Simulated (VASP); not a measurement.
# TePb (Fm-3m) in VASP: a series of runs

The runs below take TePb through relaxation of cell and atoms, with PBE, r2SCAN.

Program: VASP 6.6.1. These are calculated values, not measurements. Logs are shortened: lines on timing, memory, paths and dates and some standing lists are left out, and cuts for length are marked.

### 1 The crystal as given

Symmetry: Fm-3m, No. 225, cubic system. Conventional cell: a = 6.462 Å, b = 6.462 Å, c = 6.462 Å, α = 90.00°, β = 90.00°, γ = 90.00°. Te (site symmetry m-3m) has 6 Pb at 3.23 Å as nearest neighbours. Pb (site symmetry m-3m) has 6 Te at 3.23 Å as nearest neighbours.

### 2 Relaxation of cell and atoms, PBE, target pressure 0.85 GPa, at which the enthalpy is minimised

The input, INCAR:

```
SYSTEM = TePb
PREC = Accurate ; ENCUT = 600
EDIFF = 1E-6 ; ISMEAR = 0
SIGMA = 0.03 ; LREAL = .FALSE.
LASPH = .TRUE. ; NELM = 80
ALGO = Normal ; ISIF = 3
LWAVE = .FALSE. ; LCHARG = .FALSE.
GGA = PE ; IBRION = 2
NSW = 90 ; EDIFFG = -0.01
PSTRESS = 8.5
```

The input, KPOINTS:

```
regular mesh
0
G
  8 8 8
  0 0 0
```

The input, POSCAR:

```
TePb
1.0
    0.0000000000      3.2310000000      3.2310000000
    3.2310000000      0.0000000000      3.2310000000
    3.2310000000      3.2310000000      0.0000000000
Te Pb
1 1
Direct
    0.5000000000      0.5000000000      0.5000000000
    0.0000000000      0.0000000000      0.0000000000
```

Potentials or basis: VASP PAW PBE potentials, release 64 (Te, Pb_d).

Launch:

```
$ cat potpaw_PBE.64/Te/POTCAR potpaw_PBE.64/Pb_d/POTCAR > POTCAR
$ mpirun -np 1 vasp_std > vasp.out
```

OUTCAR:

```text
SYSTEM = TePb
   PREC = Accurate
   ENCUT = 600
   EDIFF = 1E-6
   ISMEAR = 0
   LREAL = .FALSE.
   LASPH = .TRUE.
   NELM = 80
   ISIF = 3
   GGA = PE
   IBRION = 2
   NSW = 90
   EDIFFG = -0.01
   PSTRESS = 8.5

 ion  position               nearest neighbor table
   1  0.500  0.500  0.500-   2 3.23   2 3.23   2 3.23   2 3.23   2 3.23   2 3.23
   2  0.000  0.000  0.000-   1 3.23   1 3.23   1 3.23   1 3.23   1 3.23   1 3.23

  LATTYP: Found a face centered cubic cell.
 ALAT       =     6.4620000000

  Lattice vectors:

 A1 = (   0.0000000000,   3.2310000000,   3.2310000000)
 A2 = (   3.2310000000,   0.0000000000,   3.2310000000)
 A3 = (   3.2310000000,   3.2310000000,   0.0000000000)

Analysis of symmetry for initial positions (statically):
=====================================================================
 Subroutine PRICEL returns:
 Original cell was already a primitive cell.

 Routine SETGRP: Setting up the symmetry group for a
 face centered cubic supercell.

 Subroutine GETGRP returns: Found 48 space group operations
 (whereof 48 operations were pure point group operations)
 out of a pool of 48 trial point group operations.

The static configuration has the point symmetry O_h .

Analysis of symmetry for dynamics (positions and initial velocities):
=====================================================================
 Subroutine PRICEL returns:
 Original cell was already a primitive cell.

 Routine SETGRP: Setting up the symmetry group for a
 face centered cubic supercell.

 Subroutine GETGRP returns: Found 48 space group operations
 (whereof 48 operations were pure point group operations)
 out of a pool of 48 trial point group operations.

The dynamic configuration has the point symmetry O_h .

 Subroutine INISYM returns: Found 48 space group operations
 (whereof 48 operations are pure point group operations),
 and found     1 'primitive' translations

----------------------------------------------------------------------------------------

                                     Primitive cell

  volume of cell :      67.4592

  direct lattice vectors                    reciprocal lattice vectors
     0.000000000  3.231000000  3.231000000    -0.154750851  0.154750851  0.154750851
     3.231000000  0.000000000  3.231000000     0.154750851 -0.154750851  0.154750851
     3.231000000  3.231000000  0.000000000     0.154750851  0.154750851 -0.154750851

  length of vectors
     4.569324020  4.569324020  4.569324020     0.268036337  0.268036337  0.268036337

  position of ions in fractional coordinates (direct lattice)
     0.500000000  0.500000000  0.500000000
[... 96 lines left out ...]
   IMIX   =      4    mixing-type and parameters
     AMIX     =   0.40;   BMIX     =  1.00
     AMIX_MAG =   1.60;   BMIX_MAG =  1.00
  volume/ion in A,a.u.               =      33.73       227.62
  Fermi-wavevector in a.u.,A,eV,Ry     =   1.091619  2.062861 16.213147  1.191633
  Thomas-Fermi vector in A             =   2.227868
   LORBIT       =      0    0 simple, 1 ext, 2 COOP (PROOUT), +10 PAW based schemes
   GGA     = PE    functional components
   LHFCALC =     F    Hartree Fock is set to
   AEXX    =    0.0000 exact exchange contribution
   IVDW    =     0    specifies the selected vdW correction
   LEPSILON=     F    determine dielectric tensor
   LRPA    =     F    only Hartree local field effects (RPA)
 conjugate gradient relaxation of ions
 non-spin polarized calculation
 Gauss-broadening in eV      SIGMA  =   0.03
  energy-cutoff  :      600.00
  volume of cell :       67.46
 maximum number of plane-waves:      2272
 NGX is ok and might be reduce to    40
   NGX = 19   NGY = 19   NGZ = 19

--------------------------------------- Ionic step        1  -------------------------------------------

 number of electron      19.9999998 magnetization

 Free energy of the ion-electron system (eV)
  ---------------------------------------------------
  ext. energy  EPLUGINS =         0.00000000
  ---------------------------------------------------
  free energy    TOTEN  =        -7.50127611 eV

  energy without entropy =       -7.50127611  energy(sigma->0) =       -7.50127611

------------------------ aborting loop because EDIFF is reached ----------------------------------------

  FORCE on cell =-STRESS in cart. coord.  units (eV):
  Direction    XX          YY          ZZ          XY          YZ          ZX
  --------------------------------------------------------------------------------------
  -------------------------------------------------------------------------------------
  Total        0.8853242      0.8853242      0.8853242      0.0000000      0.0000000     -0.0000000
  in kB       21.0267450     21.0267450     21.0267450      0.0000000      0.0000000     -0.0000000
  external PRESSURE =      12.5267450 kB  Pullay stress =       8.5000000 kB
[... 63 lines left out ...]
--------------------------------------- Ionic step        3  -------------------------------------------

 number of electron      20.0000000 magnetization

 Free energy of the ion-electron system (eV)
  ---------------------------------------------------
  ext. energy  EPLUGINS =         0.00000000
  ---------------------------------------------------
  free energy    TOTEN  =        -7.51888189 eV

  energy without entropy =       -7.51888189  energy(sigma->0) =       -7.51888189

 E-fermi :   5.4163     XC(G=0):  -9.1739

 val. band max:        5.2621716760   @ k =   0.5000   0.0000   0.0000
 cond. band min:       6.0545857952   @ k =   0.5000   0.0000   0.0000
 fundamental gap:      0.7924141192
 Fermi energy:         5.4162815853

 k-point     1 :       0.0000    0.0000    0.0000
  band No.  band energies     occupation
      1     -11.4125      2.00000
      2     -11.4125      2.00000
      3     -11.4054      2.00000
      4     -11.4054      2.00000
      5     -11.4054      2.00000
      6      -6.5223      2.00000
      7      -0.3988      2.00000
      8       4.0262      2.00000
      9       4.0262      2.00000
     10       4.0262      2.00000
     11       9.3120      0.00000
     12       9.3120      0.00000
     13       9.3120      0.00000
     14      11.1271      0.00000
[... 377 lines left out ...]
      1     -11.4373      2.00000
      2     -11.4192      2.00000
      3     -11.3998      2.00000
      4     -11.3948      2.00000
      5     -11.3877      2.00000
      6      -4.9848      2.00000
      7      -2.9307      2.00000
      8       2.6499      2.00000
      9       2.8447      2.00000
     10       4.8516      2.00000
     11       6.6493      0.00000
     12       8.8096      0.00000
     13       9.2359      0.00000
     14      12.1263      0.00000

 [... further k-points ...]
[... 5 lines left out ...]
  --------------------------------------------------------------------------------------
  -------------------------------------------------------------------------------------
  Total        0.3688692      0.3688692      0.3688692      0.0000000     -0.0000000      0.0000000
  in kB        8.5179985      8.5179985      8.5179985      0.0000000     -0.0000000      0.0000000
  external PRESSURE =       0.0179985 kB  Pullay stress =       8.5000000 kB
[... 21 lines left out ...]
  energy  without entropy=       -7.5188818943  energy(sigma->0) =       -7.51888189

  enthalpy is  TOTEN    =        -7.1507921120 eV   P V=        0.3680897823

 reached required accuracy - stopping structural energy minimisation
```

OSZICAR:

```text
N       E                     dE             d eps       ncg     rms          rms(c)
DAV:   1     0.155658892258E+03    0.15566E+03   -0.99665E+03   818   0.152E+03
DAV:   2     0.388572045354E+01   -0.15177E+03   -0.14867E+03   860   0.351E+02
DAV:   3    -0.732261345268E+01   -0.11208E+02   -0.10961E+02  1088   0.998E+01
DAV:   4    -0.761372412794E+01   -0.29111E+00   -0.29103E+00   956   0.187E+01
[... 21 lines left out ...]
DAV:   2    -0.752143736390E+01    0.14881E-01   -0.30395E-02   992   0.319E+00    0.261E-01
DAV:   3    -0.751884324783E+01    0.25941E-02   -0.11224E-02  1004   0.177E+00    0.522E-02
DAV:   4    -0.751886558673E+01   -0.22339E-04   -0.18449E-04   818   0.143E-01    0.395E-02
DAV:   5    -0.751888208639E+01   -0.16500E-04   -0.47692E-05   928   0.670E-02    0.104E-02
DAV:   6    -0.751888189429E+01    0.19209E-06   -0.39060E-06   938   0.342E-02
   3 F= -.71507921E+01 E0= -.71507921E+01  d E =-.740571E-02
```

Run time: 73 s. Hardware: 1 thread of Intel Xeon Platinum 8488C (Sapphire Rapids), shared host; peak memory 0.25 GiB.

Results:

| Property | Result |
| --- | --- |
| Free energy | -7.5189 eV |
| Relaxed volume | 34.69 Å³/atom |
| Relaxed cell | a = 4.612 Å, b = 4.612 Å, c = 4.612 Å, α = 60.00°, β = 60.00°, γ = 60.00° |
| Space group after relaxing (to 0.05 Å) | Fm-3m (No. 225) |
| Energy change on relaxing (the enthalpy is what falls) | -8.8 meV/atom |
| Ionic steps | 3 |
| Pressure after relaxing | 0.9 GPa |
| Band gap on the k mesh | 0.79 eV, direct |

The path:
| step | energy change (eV) | largest force (eV/Å) | pressure (GPa) | volume (Å³) |
| --- | --- | --- | --- | --- |
| 1 | 0.0000 | 0.0000 | 2.10 | 67.46 |
| 2 | -0.0203 | 0.0000 | 0.43 | 70.07 |
| 3 | -0.0176 | 0.0000 | 0.85 | 69.38 |

Final structure:
```cif
data_structure
_symmetry_space_group_name_H-M 'P 1'
_symmetry_Int_Tables_number 1
_cell_length_a 4.6123
_cell_length_b 4.6123
_cell_length_c 4.6123
_cell_angle_alpha 60.000
_cell_angle_beta 60.000
_cell_angle_gamma 60.000
_cell_volume 69.38
loop_
_atom_site_label
_atom_site_type_symbol
_atom_site_fract_x
_atom_site_fract_y
_atom_site_fract_z
_atom_site_occupancy
Te1 Te 0.50000 0.50000 0.50000 1
Pb1 Pb 0.00000 0.00000 0.00000 1
```

Levels at points of the mesh, in eV from the valence-band top:
| k point | band 8 | band 9 | band 10 | band 11 | band 12 | band 13 |
| --- | --- | --- | --- | --- | --- | --- |
| (0.00, 0.00, 0.00) | -1.24 | -1.24 | -1.24 | 4.05 | 4.05 | 4.05 |
| (0.50, 0.00, 0.00) | -0.80 | -0.80 | 0.00 | 0.79 | 1.34 | 1.34 |
| (0.50, 0.50, 0.00) | -4.27 | -2.63 | -2.63 | 3.42 | 5.38 | 5.38 |

Caveat: the cell is relaxed towards a set pressure, so the enthalpy falls and the energy may rise; spin-orbit coupling is left out, which as a rule narrows the gap of such compounds by several tenths of an eV.

### 3 Relaxation of cell and atoms, PBE, target pressure 0.85 GPa, at which the enthalpy is minimised

This run uses another cell than the first one, of 34.69 Å³/atom, 1.029 times its volume.

The input, INCAR:

```
SYSTEM = TePb
PREC = Accurate ; ENCUT = 600
EDIFF = 1E-7 ; ISMEAR = 0
SIGMA = 0.03 ; LREAL = .FALSE.
LASPH = .TRUE. ; NELM = 80
ALGO = Normal ; ISIF = 3
LWAVE = .FALSE. ; LCHARG = .FALSE.
GGA = PE ; IBRION = 2
NSW = 90 ; EDIFFG = -0.005
PSTRESS = 8.5
```

KPOINTS is that of step 2.

The input, POSCAR:

```
TePb                                    
1.0
    0.0000000000      3.2614080669      3.2614080669
    3.2614080669      0.0000000000      3.2614080669
    3.2614080669      3.2614080669      0.0000000000
  Te              Pb            
     1     1
Direct
     0.5000000000000000    0.5000000000000000    0.5000000000000000
     0.0000000000000000    0.0000000000000000    0.0000000000000000
```

Potentials or basis: VASP PAW PBE potentials, release 64 (Te, Pb_d).

Launch:

```
$ cat potpaw_PBE.64/Te/POTCAR potpaw_PBE.64/Pb_d/POTCAR > POTCAR
$ mpirun -np 1 vasp_std > vasp.out
```

Wall time 40 s (1 thread of Intel Xeon Platinum 8488C (Sapphire Rapids), shared host); peak memory 0.25 GiB.

The run converged. Its results:

```yaml
Free_energy: -7.5191 eV
Pressure_after_relaxing: 0.9 GPa
Band_gap_on_the_k_mesh: 0.79 eV, direct
```

Final structure:
```cif
data_structure
_symmetry_space_group_name_H-M 'P 1'
_symmetry_Int_Tables_number 1
_cell_length_a 4.6123
_cell_length_b 4.6123
_cell_length_c 4.6123
_cell_angle_alpha 60.000
_cell_angle_beta 60.000
_cell_angle_gamma 60.000
_cell_volume 69.38
loop_
_atom_site_label
_atom_site_type_symbol
_atom_site_fract_x
_atom_site_fract_y
_atom_site_fract_z
_atom_site_occupancy
Te1 Te 0.50000 0.50000 0.50000 1
Pb1 Pb 0.00000 0.00000 0.00000 1
```

Levels at points of the mesh, in eV from the valence-band top:
| k point | band 8 | band 9 | band 10 | band 11 | band 12 | band 13 |
| --- | --- | --- | --- | --- | --- | --- |
| (0.00, 0.00, 0.00) | -1.24 | -1.24 | -1.24 | 4.05 | 4.05 | 4.05 |
| (0.50, 0.00, 0.00) | -0.80 | -0.80 | 0.00 | 0.79 | 1.34 | 1.34 |
| (0.50, 0.50, 0.00) | -4.27 | -2.63 | -2.63 | 3.42 | 5.38 | 5.38 |

Caveat: the relaxation stopped at its first step, so nothing moved; the cell is relaxed towards a set pressure, so the enthalpy falls and the energy may rise; spin-orbit coupling is left out, which as a rule narrows the gap of such compounds by several tenths of an eV.

### 4 Relaxation of cell and atoms, r2SCAN, target pressure 0.85 GPa, at which the enthalpy is minimised

The input, INCAR:

```
PREC = Accurate
ENCUT = 600
EDIFF = 1E-6
ISMEAR = 0
SIGMA = 0.03
LREAL = False
LASPH = True
NELM = 80
ALGO = Normal
ISIF = 3
LWAVE = False
LCHARG = False
METAGGA = R2SCAN
LMIXTAU = True
IBRION = 2
NSW = 90
EDIFFG = -0.01
PSTRESS = 8.5
```

The input, KPOINTS:

```
Automatic mesh
0
Gamma
  8 8 8
```

The input, POSCAR:

```
TePb
1.0
    0.0000000000      3.2310000000      3.2310000000
    3.2310000000      0.0000000000      3.2310000000
    3.2310000000      3.2310000000      0.0000000000
Te Pb
1 1
Direct
    0.5000000000      0.5000000000      0.5000000000
    0.0000000000      0.0000000000      0.0000000000
```

Launch:

```
$ cat potpaw_PBE.64/Te/POTCAR potpaw_PBE.64/Pb_d/POTCAR > POTCAR
$ mpirun -np 1 vasp_std > vasp.out
```

Run time: 4.7 min. Hardware: 1 thread of AMD EPYC 9R45 (Zen 5), shared host; peak memory 0.25 GiB.

Results (log left out):

```
Free energy                                            : -82.7029 eV
Relaxed volume                                         : 34.23 Å³/atom
Relaxed cell                                           : a = 4.592 Å, b = 4.592 Å, c = 4.592 Å, α = 60.00°, β = 60.00°, γ = 60.00°
Space group after relaxing (to 0.05 Å)                 : Fm-3m (No. 225)
Energy change on relaxing (the enthalpy is what falls) : -3.7 meV/atom
Ionic steps                                            : 3
Pressure after relaxing                                : 0.9 GPa
Band gap on the k mesh                                 : 1.05 eV, direct
```

Step by step:
| step | energy change (eV) | largest force (eV/Å) | pressure (GPa) | volume (Å³) |
| --- | --- | --- | --- | --- |
| 1 | 0.0000 | 0.0000 | 1.55 | 67.46 |
| 2 | -0.0094 | 0.0000 | 0.55 | 68.91 |
| 3 | -0.0074 | 0.0000 | 0.85 | 68.45 |

Final structure:
```xyz
2
Lattice="0.0000 3.2468 3.2468 3.2468 0.0000 3.2468 3.2468 3.2468 0.0000" Properties=species:S:1:pos:R:3 pbc="T T T"
Te    3.2468    3.2468    3.2468
Pb    0.0000    0.0000    0.0000
```

Levels at points of the mesh, in eV from the valence-band top:
| k point | band 7 | band 8 | band 9 | band 10 | band 11 | band 12 | band 13 | band 14 |
| --- | --- | --- | --- | --- | --- | --- | --- | --- |
| (0.00, 0.00, 0.00) | -5.67 | -1.44 | -1.44 | -1.44 | 4.33 | 4.33 | 4.33 | 6.22 |
| (0.50, 0.00, 0.00) | -8.82 | -0.97 | -0.97 | 0.00 | 1.05 | 1.45 | 1.45 | 8.93 |
| (0.50, 0.50, 0.00) | -7.48 | -4.57 | -2.88 | -2.88 | 3.65 | 5.77 | 5.77 | 7.08 |

Caveat: the cell is relaxed towards a set pressure, so the enthalpy falls and the energy may rise; the PAW data sets were made with another functional, which shifts forces and pressure a little; spin-orbit coupling is left out, which as a rule narrows the gap of such compounds by several tenths of an eV. Zero-point motion and thermal expansion aren't in these numbers.

### 5 Relaxation of cell and atoms, r2SCAN, target pressure 0.85 GPa, at which the enthalpy is minimised

This run uses another cell than the first one, of 34.23 Å³/atom, 1.015 times its volume.

INCAR, as its differences from that of step 4:

```diff
@@ -2,3 +2,3 @@
 ENCUT = 600
-EDIFF = 1E-6
+EDIFF = 1E-7
 ISMEAR = 0
@@ -16,3 +16,3 @@
 NSW = 90
-EDIFFG = -0.01
+EDIFFG = -0.005
 PSTRESS = 8.5
```

KPOINTS is that of step 4.

The input, POSCAR:

```
TePb                                    
1.0
    0.0000000000      3.2468087157      3.2468087157
    3.2468087157     -0.0000000000      3.2468087157
    3.2468087157      3.2468087157     -0.0000000000
  Te              Pb            
     1     1
Direct
     0.5000000000000000    0.5000000000000000    0.5000000000000000
     0.0000000000000000    0.0000000000000000    0.0000000000000000
```

Launch:

```
$ cat potpaw_PBE.64/Te/POTCAR potpaw_PBE.64/Pb_d/POTCAR > POTCAR
$ mpirun -np 1 vasp_std > vasp.out
```

It took 2.8 min on 1 thread of AMD EPYC 9R45 (Zen 5), shared host; peak memory 0.25 GiB.

The run converged. Its results:

```
Free energy             : -82.7030 eV
Pressure after relaxing : 0.9 GPa
Band gap on the k mesh  : 1.05 eV, direct
```

Final structure:
```xyz
2
Lattice="0.0000 3.2468 3.2468 3.2468 0.0000 3.2468 3.2468 3.2468 0.0000" Properties=species:S:1:pos:R:3 pbc="T T T"
Te    3.2468    3.2468    3.2468
Pb    0.0000    0.0000    0.0000
```

Levels at points of the mesh, in eV from the valence-band top:
| k point | band 8 | band 9 | band 10 | band 11 | band 12 | band 13 |
| --- | --- | --- | --- | --- | --- | --- |
| (0.00, 0.00, 0.00) | -1.44 | -1.44 | -1.44 | 4.33 | 4.33 | 4.33 |
| (0.50, 0.00, 0.00) | -0.97 | -0.97 | 0.00 | 1.05 | 1.45 | 1.45 |
| (0.50, 0.50, 0.00) | -4.57 | -2.88 | -2.88 | 3.65 | 5.77 | 5.77 |

Caveat: the relaxation stopped at its first step, so nothing moved; the cell is relaxed towards a set pressure, so the enthalpy falls and the energy may rise; the PAW data sets were made with another functional, which shifts forces and pressure a little; spin-orbit coupling is left out, which as a rule narrows the gap of such compounds by several tenths of an eV. A k mesh can miss the band edges.
